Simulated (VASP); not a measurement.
# NaI in VASP: one cell, several levels of theory

What does VASP give for zincblende NaI, under -1.6 % biaxial strain in the (111) plane, free along [111], the cell held fixed? Runs: PBE, r2SCAN. The results are then set beside those of Ansatz 0.2.0 for the same cell. This is a trial cell built on a prototype, not taken from a measured structure, and it needn't be the compound's ground state.

Program: VASP 6.6.1. PAW datasets, plane waves. Spin-unpolarised throughout. Whether this structure exists isn't addressed.

## Step 1: The cell

The cell comes from an earlier relaxation with r2SCAN in another program, then strained, with the atoms relaxed again.

The symmetry is R3m (No. 160, trigonal); a = 4.930 Å, c = 12.512 Å in the conventional setting, 43.90 Å³ an atom. Near Na stand 4 I at 3.05–3.06 Å; near I stand 4 Na at 3.05–3.06 Å.

As a file:

```xyz
2
Lattice="0.0839 3.5700 3.5700 3.5700 0.0839 3.5700 3.5700 3.5700 0.0839" Properties=species:S:1:pos:R:3 pbc="T T T"
Na    0.0184    0.0184    0.0184
I     1.7876    1.7876    1.7876
```

## Step 2: PBE

Input file INCAR:

```
ENCUT = 520.000000
SIGMA = 0.020000
EDIFF = 1.00e-07
GGA = PE
PREC = Accurate
IBRION = -1
ISIF = 2
ISMEAR = -1
NBANDS = 14
NELM = 120
NSW = 0
LASPH = .TRUE.
LCHARG = .TRUE.
LELF = .TRUE.
LWAVE = .FALSE.
LREAL = .FALSE.
```

Input file KPOINTS:

```
KPOINTS created by Atomic Simulation Environment
0
Gamma
6 6 6
0 0 0
```

Input file KPOINTS_OPT:

```
special points
6
Reciprocal
0.0000000000 0.0000000000 0.0000000000 1
-0.5000000000 -0.5000000000 0.0000000000 1
-0.3750000000 -0.3750000000 0.2500000000 1
-0.3750000000 0.0000000000 0.3750000000 1
0.0000000000 0.0000000000 0.5000000000 1
-0.5000000000 -0.2500000000 0.2500000000 1
```

Input file POSCAR:

```
Na I
 1.0000000000000000
     0.0838717311000000    3.5700180101000001    3.5700180101000001
     3.5700180101000001    0.0838717311000000    3.5700180101000001
     3.5700180101000001    3.5700180101000001    0.0838717311000000
 Na  I
   1   1
Cartesian
  0.0183627528701113  0.0183627528701112  0.0183627528701112
  1.7876141849548879  1.7876141849548879  1.7876141849548879
```

Potentials: the recommended PBE PAW datasets, 14 valence electrons in the neutral cell.

Run with:

```
$ mpirun -np 1 vasp_std
```

Standard output, without the iteration lines:

```text
POSCAR found type information on POSCAR NaI
 POSCAR found :  2 types and       2 ions
 LDA part: xc-table for (Slater+PW92), standard interpolation
 POSCAR, INCAR and KPOINTS ok, starting setup
 FFT: planning ... GRIDC
 FFT: planning ... GRID_SOFT
 FFT: planning ... GRID
 WAVECAR not read
 entering main loop
 Start KPOINTS_OPT (optional k-point list driver)
k-point batch [1-6\6]
```

OSZICAR:

```text
N       E                     dE             d eps       ncg     rms          rms(c)
DAV:   1     0.799183156191E+02    0.79918E+02   -0.63471E+03   902   0.867E+02
DAV:   2     0.248210568683E+01   -0.77436E+02   -0.71606E+02   938   0.205E+02
DAV:   3    -0.516743036494E+01   -0.76495E+01   -0.76031E+01  1160   0.632E+01
DAV:   4    -0.537777892640E+01   -0.21035E+00   -0.21030E+00  1132   0.107E+01
DAV:   5    -0.538282152077E+01   -0.50426E-02   -0.50425E-02  1216   0.166E+00    0.167E+00
DAV:   6    -0.528396480988E+01    0.98857E-01   -0.12869E-01   992   0.169E+00    0.113E+00
DAV:   7    -0.527598737227E+01    0.79774E-02   -0.10436E-01  1106   0.139E+00    0.703E-01
DAV:   8    -0.528530582794E+01   -0.93185E-02   -0.10791E-02   986   0.670E-01    0.227E-01
DAV:   9    -0.528511741127E+01    0.18842E-03   -0.25601E-04  1124   0.141E-01    0.715E-02
DAV:  10    -0.528546866061E+01   -0.35125E-03   -0.43431E-04  1028   0.130E-01    0.213E-02
DAV:  11    -0.528548488890E+01   -0.16228E-04   -0.36437E-05  1148   0.482E-02    0.652E-03
DAV:  12    -0.528548838253E+01   -0.34936E-05   -0.39869E-06  1052   0.119E-02    0.368E-03
DAV:  13    -0.528548887653E+01   -0.49400E-06   -0.56936E-07  1154   0.413E-03    0.577E-04
DAV:  14    -0.528548887769E+01   -0.11587E-08   -0.33490E-08  1066   0.129E-03
   1 F= -.52854889E+01 E0= -.52854889E+01  d E =-.200541E-10
       N       E                     dE             ncg
DAV:   1     0.447934121660E+03   -0.23426E+04      168
DAV:   2    -0.632148770850E+01   -0.45426E+03      192
DAV:   3    -0.469740945076E+02   -0.40653E+02      216
DAV:   4    -0.480493901434E+02   -0.10753E+01      240
DAV:   5    -0.480700481697E+02   -0.20658E-01      224
DAV:   6    -0.480707584451E+02   -0.71028E-03      256
DAV:   7    -0.480707609838E+02   -0.25387E-05      236
DAV:   8    -0.480707610175E+02   -0.33690E-07      182
```

The lines after F= are the extra pass for the points of KPOINTS_OPT, at fixed density; their E is not a total energy.

From OUTCAR:

```text
k-points           NKPTS =     32   k-points in BZ     NKDIM =     32   number of bands    NBANDS=     14

   NELECT =      14.0000    total number of electrons

   dimension x,y,z NGX =    40 NGY =   40 NGZ =   40
   dimension x,y,z NGXF=    80 NGYF=   80 NGZF=   80

  energy-cutoff  :      520.00
  volume of cell :       87.79
      direct lattice vectors                 reciprocal lattice vectors
     0.083871731  3.570018010  3.570018010    -0.145090053  0.141759643  0.141759643
     3.570018010  0.083871731  3.570018010     0.141759643 -0.145090053  0.141759643
     3.570018010  3.570018010  0.083871731     0.141759643  0.141759643 -0.145090053

 k-points in reciprocal lattice and weights: KPOINTS created by Atomic Simulation Env
   0.00000000  0.00000000  0.00000000       0.005
   0.16666667  0.00000000  0.00000000       0.028
   0.33333333  0.00000000  0.00000000       0.028
   0.50000000 -0.00000000 -0.00000000       0.014
   0.16666667  0.16666667  0.00000000       0.028
   0.33333333  0.16666667  0.00000000       0.056
   0.50000000  0.16666667 -0.00000000       0.056
  -0.33333333  0.16666667  0.00000000       0.056
[... 24 more k-points ...]

 E-fermi :  -0.5949

 k-point     1 :       0.0000    0.0000    0.0000
  band No.  band energies     occupation
      1     -23.1146      2.00000
      2     -23.1146      2.00000
      3     -23.1120      2.00000
      4     -11.4939      2.00000
      5      -1.1124      2.00000
      6      -1.0069      2.00000
      7      -1.0069      2.00000
      8       2.7940      0.00000
      9       6.6769      0.00000
     10       6.9823      0.00000
     11       6.9823      0.00000
     12       8.6580      0.00000
     13       8.6580      0.00000
     14       9.9797      0.00000

 k-point     2 :       0.1667    0.0000    0.0000
  band No.  band energies     occupation
      1     -23.1153      2.00000
      2     -23.1147      2.00000
      3     -23.1122      2.00000
      4     -11.4597      2.00000
      5      -1.4219      2.00000
      6      -1.1322      2.00000
      7      -1.0487      2.00000
      8       3.3831      0.00000
      9       6.5640      0.00000
     10       6.8798      0.00000
     11       7.1326      0.00000
     12       8.1828      0.00000
     13       8.2904      0.00000
     14       9.7538      0.00000

 k-point     3 :       0.3333    0.0000    0.0000
  band No.  band energies     occupation
      1     -23.1166      2.00000
      2     -23.1149      2.00000
      3     -23.1124      2.00000
      4     -11.3897      2.00000
      5      -2.0339      2.00000
      6      -1.1957      2.00000
      7      -1.1286      2.00000
      8       4.1993      0.00000
      9       6.4713      0.00000
     10       6.7007      0.00000
     11       6.8884      0.00000
     12       8.7414      0.00000
     13       9.0153      0.00000
     14       9.1911      0.00000

 k-point     4 :       0.5000   -0.0000   -0.0000
  band No.  band energies     occupation
      1     -23.1173      2.00000
      2     -23.1150      2.00000
      3     -23.1125      2.00000
      4     -11.3537      2.00000
      5      -2.2881      2.00000
      6      -1.2254      2.00000
      7      -1.1669      2.00000
      8       4.3745      0.00000
      9       6.4972      0.00000
     10       6.6925      0.00000
     11       6.7475      0.00000
     12       9.5360      0.00000
     13      10.0306      0.00000
     14      10.4439      0.00000

 k-point     5 :       0.1667    0.1667    0.0000
  band No.  band energies     occupation
      1     -23.1152      2.00000
      2     -23.1148      2.00000
      3     -23.1124      2.00000
      4     -11.4499      2.00000
      5      -1.4413      2.00000
      6      -1.1873      2.00000
      7      -1.1130      2.00000
      8       3.5764      0.00000
      9       6.2258      0.00000
     10       7.1938      0.00000
     11       7.2740      0.00000
     12       7.3687      0.00000
     13       8.9450      0.00000
     14      10.9683      0.00000

[... the tables of k-points 6 to 32 left out ...]

  Total        0.2960932      0.2960932      0.2960932     -0.0429391     -0.0429391     -0.0429391
  in kB        5.4035057      5.4035057      5.4035057     -0.7836106     -0.7836106     -0.7836106
  external PRESSURE =       5.4035057 kB  Pullay stress =       0.0000000 kB

 POSITION                                       TOTAL-FORCE (eV/Angst)
 -----------------------------------------------------------------------------------
      0.01836      0.01836      0.01836         0.003923      0.003923      0.003923
      1.78761      1.78761      1.78761        -0.003923     -0.003923     -0.003923
 -----------------------------------------------------------------------------------
    total drift:                               -0.000307     -0.000307     -0.000307

  FREE ENERGIE OF THE ION-ELECTRON SYSTEM (eV)
  ---------------------------------------------------
  free  energy   TOTEN  =        -5.2854888777 eV

  energy  without entropy=       -5.2854888777  energy(sigma->0) =       -5.28548888
```

Hardware: 1 MPI rank of Intel Xeon Platinum 8488C, shared host.

The levels at the points of KPOINTS_OPT are read from vasprun.xml.

Levels at the named points, in eV from the top of band v (v: the last filled band by count, c: the next):

```csv
point,v−1,v,c,c+1
Γ,0.00,0.00,3.80,7.68
X,-0.49,-0.39,5.14,6.17
U,-0.77,-0.31,5.73,6.69
K,-0.73,-0.39,5.67,6.82
L,-0.22,-0.16,5.38,7.50
W,-0.78,-0.50,6.03,7.29
```

PBE gives a direct gap of 3.80 eV at Γ. Pressure: 0.54 GPa; the forces vanish within 0.01 eV/Å.

The maps below are laid out on this run's own conventional cell (a, b, c = 4.930, 4.930, 12.512 Å).

Density in a lattice plane of the grid's cell (edges 4.93 and 12.51 Å, at 0.333 of the third edge), which holds Na and I.

Values in e/Å³, 12 rows by 6 columns:
```
 0.01  0.01  0.01  0.02  0.02  0.02
 0.04  0.08  0.04  0.01  0.00  0.01
 0.11  0.22  0.11  0.02  0.01  0.02
 0.05  0.09  0.05  0.01  0.00  0.01
 0.01  0.02  0.01  0.00  0.00  0.00
 0.04  0.07  0.04  0.01  0.01  0.01
 0.11  0.19  0.11  0.04  0.05  0.04
 0.05  0.07  0.05  0.28 10.69  0.41
 0.01  0.01  0.01  0.03  0.09  0.03
 0.04  0.01  0.04  0.29  0.59  0.29
 0.11  0.02  0.11  0.72 -0.54  0.69
 0.05  0.02  0.05  0.25  0.49  0.25
```
Columns run along the first of these edges and rows up along the second, over one cell in 6 and 12 even steps from the bottom left corner. Atoms in the plane (fractional): Na at (0.67, 0.33), I at (0.67, 0.09).

ELF in the same plane.

Values, 12 rows by 6 columns:
```
0.02 0.03 0.02 0.08 0.23 0.08
0.46 0.67 0.45 0.03 0.00 0.04
0.71 0.84 0.71 0.11 0.01 0.13
0.37 0.36 0.35 0.06 0.00 0.07
0.02 0.02 0.02 0.00 0.00 0.00
0.46 0.61 0.45 0.07 0.01 0.06
0.71 0.80 0.70 0.04 0.05 0.04
0.37 0.65 0.36 0.21 0.00 0.20
0.01 0.02 0.01 0.02 0.02 0.02
0.46 0.01 0.45 0.85 0.89 0.85
0.71 0.03 0.70 0.87 0.47 0.87
0.36 0.01 0.37 0.84 0.87 0.84
```
Columns run along the first of these edges and rows up along the second, over one cell in 6 and 12 even steps from the bottom left corner. Atoms in the plane (fractional): Na at (0.67, 0.33), I at (0.67, 0.09).

Both are smooth fields of the valence electrons: close to the nuclei they are not physical.

Maxima of ELF outside the ion cores: 0.89 on the I–Na line, 1.1 Å from I; 0.89 in the shell around I, 1.1 Å from I.

## Step 3: r2SCAN

Input file INCAR:

```
ENCUT = 520.000000
SIGMA = 0.010000
EDIFF = 1.00e-07
ALGO = Normal
METAGGA = R2SCAN
PREC = Accurate
IBRION = -1
ISIF = 2
ISMEAR = 0
NBANDS = 14
NELM = 120
NSW = 0
LASPH = .TRUE.
LCHARG = .FALSE.
LWAVE = .FALSE.
LREAL = .FALSE.
```

KPOINTS is that of step 2.

KPOINTS_OPT is that of step 2.

POSCAR is that of step 2.

Run with:

```
$ mpirun -np 1 vasp_std
```

Standard output, without the iteration lines:

```text
POSCAR found type information on POSCAR NaI
 POSCAR found :  2 types and       2 ions
 -----------------------------------------------------------------------------
|                                                                             |
|                                                                             |
|     You enforced a specific xc type in the INCAR file but a different       |
|     I HOPE YOU KNOW WHAT YOU ARE DOING!                                     |
|                                                                             |
 -----------------------------------------------------------------------------

 LDA part: xc-table for (None), standard interpolation
 POSCAR, INCAR and KPOINTS ok, starting setup
 FFT: planning ... GRIDC
 FFT: planning ... GRID_SOFT
 FFT: planning ... GRID
 WAVECAR not read
 entering main loop
 Start KPOINTS_OPT (optional k-point list driver)
k-point batch [1-6\6]
```

OSZICAR:

```text
N       E                     dE             d eps       ncg     rms          rms(c)
DAV:   1     0.547675111821E+02    0.54768E+02   -0.64918E+03   902   0.887E+02
DAV:   2    -0.245094204866E+02   -0.79277E+02   -0.73124E+02   938   0.211E+02
DAV:   3    -0.323015344622E+02   -0.77921E+01   -0.77419E+01  1142   0.646E+01
DAV:   4    -0.325086813563E+02   -0.20715E+00   -0.20709E+00  1106   0.109E+01
DAV:   5    -0.325144877100E+02   -0.58064E-02   -0.58063E-02  1234   0.186E+00    0.214E+00
DAV:   6    -0.309149050772E+02    0.15996E+01   -0.32385E-01   932   0.565E+00    0.196E+00
DAV:   7    -0.309086693828E+02    0.62357E-02   -0.18229E-01  1088   0.296E+00    0.746E-01
DAV:   8    -0.309116093710E+02   -0.29400E-02   -0.66348E-03  1106   0.622E-01    0.536E-01
DAV:   9    -0.309160960820E+02   -0.44867E-02   -0.43116E-03  1010   0.548E-01    0.169E-01
DAV:  10    -0.309160381543E+02    0.57928E-04   -0.88922E-05  1070   0.711E-02    0.105E-01
DAV:  11    -0.309162074063E+02   -0.16925E-03   -0.20137E-04   968   0.107E-01    0.341E-02
DAV:  12    -0.309161996727E+02    0.77337E-05   -0.24229E-06  1136   0.185E-02    0.179E-02
DAV:  13    -0.309161992972E+02    0.37545E-06   -0.25216E-06  1022   0.178E-02    0.120E-02
DAV:  14    -0.309162011814E+02   -0.18841E-05   -0.31413E-07  1106   0.613E-03    0.193E-03
DAV:  15    -0.309162001060E+02    0.10754E-05   -0.12967E-08   896   0.113E-03    0.504E-04
DAV:  16    -0.309161997759E+02    0.33008E-06   -0.34892E-09   658   0.559E-04    0.102E-04
DAV:  17    -0.309161998121E+02   -0.36173E-07   -0.66240E-10   556   0.245E-04
   1 F= -.30916200E+02 E0= -.30916200E+02  d E =-.129675E-27
       N       E                     dE             ncg
DAV:   1     0.408884826971E+03   -0.23816E+04      168
DAV:   2    -0.660364790993E+02   -0.47492E+03      186
DAV:   3    -0.108446567254E+03   -0.42410E+02      210
DAV:   4    -0.109589087416E+03   -0.11425E+01      240
DAV:   5    -0.109611812603E+03   -0.22725E-01      224
DAV:   6    -0.109612644881E+03   -0.83228E-03      256
DAV:   7    -0.109612648006E+03   -0.31242E-05      218
DAV:   8    -0.109612648057E+03   -0.51440E-07      184
```

OUTCAR, selected sections:

```text
k-points           NKPTS =     32   k-points in BZ     NKDIM =     32   number of bands    NBANDS=     14

   NELECT =      14.0000    total number of electrons

   dimension x,y,z NGX =    40 NGY =   40 NGZ =   40
   dimension x,y,z NGXF=    80 NGYF=   80 NGZF=   80

  energy-cutoff  :      520.00
  volume of cell :       87.79
      direct lattice vectors                 reciprocal lattice vectors
     0.083871731  3.570018010  3.570018010    -0.145090053  0.141759643  0.141759643
     3.570018010  0.083871731  3.570018010     0.141759643 -0.145090053  0.141759643
     3.570018010  3.570018010  0.083871731     0.141759643  0.141759643 -0.145090053

 k-points in reciprocal lattice and weights: KPOINTS created by Atomic Simulation Env
   0.00000000  0.00000000  0.00000000       0.005
   0.16666667  0.00000000  0.00000000       0.028
   0.33333333  0.00000000  0.00000000       0.028
   0.50000000 -0.00000000 -0.00000000       0.014
   0.16666667  0.16666667  0.00000000       0.028
   0.33333333  0.16666667  0.00000000       0.056
   0.50000000  0.16666667 -0.00000000       0.056
  -0.33333333  0.16666667  0.00000000       0.056
[... 24 more k-points ...]

 E-fermi :  -1.2836

 k-point     1 :       0.0000    0.0000    0.0000
  band No.  band energies     occupation
      1     -24.2604      2.00000
      2     -24.2604      2.00000
      3     -24.2584      2.00000
      4     -12.1494      2.00000
      5      -1.4668      2.00000
      6      -1.3574      2.00000
      7      -1.3574      2.00000
      8       3.0439      0.00000
      9       6.9811      0.00000
     10       7.3027      0.00000
     11       7.3027      0.00000
     12       8.9036      0.00000
     13       8.9036      0.00000
     14      10.5145      0.00000

 k-point     2 :       0.1667    0.0000    0.0000
  band No.  band energies     occupation
      1     -24.2611      2.00000
      2     -24.2605      2.00000
      3     -24.2585      2.00000
      4     -12.1132      2.00000
      5      -1.7613      2.00000
      6      -1.4855      2.00000
      7      -1.3990      2.00000
      8       3.6310      0.00000
      9       6.8825      0.00000
     10       7.1836      0.00000
     11       7.4471      0.00000
     12       8.4177      0.00000
     13       8.5312      0.00000
     14       9.9967      0.00000

 k-point     3 :       0.3333    0.0000    0.0000
  band No.  band energies     occupation
      1     -24.2625      2.00000
      2     -24.2607      2.00000
      3     -24.2587      2.00000
      4     -12.0387      2.00000
      5      -2.3750      2.00000
      6      -1.5485      2.00000
      7      -1.4789      2.00000
      8       4.4914      0.00000
      9       6.6977      0.00000
     10       6.9345      0.00000
     11       7.1306      0.00000
     12       9.0531      0.00000
     13       9.3406      0.00000
     14       9.4821      0.00000

 k-point     4 :       0.5000   -0.0000   -0.0000
  band No.  band energies     occupation
      1     -24.2632      2.00000
      2     -24.2608      2.00000
      3     -24.2588      2.00000
      4     -12.0004      2.00000
      5      -2.6344      2.00000
      6      -1.5779      2.00000
      7      -1.5173      2.00000
      8       4.7032      0.00000
      9       6.7046      0.00000
     10       6.8597      0.00000
     11       6.9152      0.00000
     12       9.9790      0.00000
     13      10.3545      0.00000
     14      10.7619      0.00000

 k-point     5 :       0.1667    0.1667    0.0000
  band No.  band energies     occupation
      1     -24.2610      2.00000
      2     -24.2606      2.00000
      3     -24.2587      2.00000
      4     -12.1027      2.00000
      5      -1.7773      2.00000
      6      -1.5398      2.00000
      7      -1.4636      2.00000
      8       3.8135      0.00000
      9       6.5475      0.00000
     10       7.4502      0.00000
     11       7.5277      0.00000
     12       7.7034      0.00000
     13       9.2037      0.00000
     14      11.2870      0.00000

[... the tables of k-points 6 to 32 left out ...]

  Total        0.0635901      0.0635901      0.0635901     -0.0460428     -0.0460428     -0.0460428
  in kB        1.1604766      1.1604766      1.1604766     -0.8402504     -0.8402504     -0.8402504
  external PRESSURE =       1.1604766 kB  Pullay stress =       0.0000000 kB

 POSITION                                       TOTAL-FORCE (eV/Angst)
 -----------------------------------------------------------------------------------
      0.01836      0.01836      0.01836         0.001948      0.001948      0.001948
      1.78761      1.78761      1.78761        -0.001948     -0.001948     -0.001948
 -----------------------------------------------------------------------------------
    total drift:                               -0.001735     -0.001735     -0.001735

  FREE ENERGIE OF THE ION-ELECTRON SYSTEM (eV)
  ---------------------------------------------------
  free  energy   TOTEN  =       -30.9161998121 eV

  energy  without entropy=      -30.9161998121  energy(sigma->0) =      -30.91619981
```

Hardware: 1 MPI rank of Intel Xeon Platinum 8488C, shared host.

The levels at the points of KPOINTS_OPT are read from vasprun.xml.

Band energies at the special points (eV, zero at the top of v, the last band that the electrons fill by count):

```csv
point,v−1,v,c,c+1
Γ,0.00,0.00,4.40,8.34
X,-0.49,-0.40,5.52,6.83
U,-0.78,-0.31,6.13,7.35
K,-0.74,-0.40,6.09,7.46
L,-0.22,-0.16,6.06,8.06
W,-0.80,-0.50,6.40,8.09
```

Gap with r2SCAN: 4.40 eV, direct (Γ). Pressure: 0.12 GPa; the forces vanish within 0.01 eV/Å.

## Step 4: Results

| level | gap (eV) | pressure (GPa) | Ansatz: gap (eV) | Ansatz: pressure (GPa) |
| --- | --- | --- | --- | --- |
| PBE | 3.80 | 0.54 | 3.80 | 0.53 |
| r2SCAN | 4.40 | 0.12 | 4.40 | 0.16 |

The gap spans 3.80 eV (PBE) to 4.40 eV (r2SCAN). Spin-orbit coupling is left out, though the cell holds I (Z = 53); in an element this heavy it can shift bands and gaps by tenths of an eV. The two programs agree on the gap within 0.01 eV, far less than the spread between functionals. The two codes have different PAW datasets and cutoffs. VASP's cell holds 14 valence electrons and Ansatz's 26.
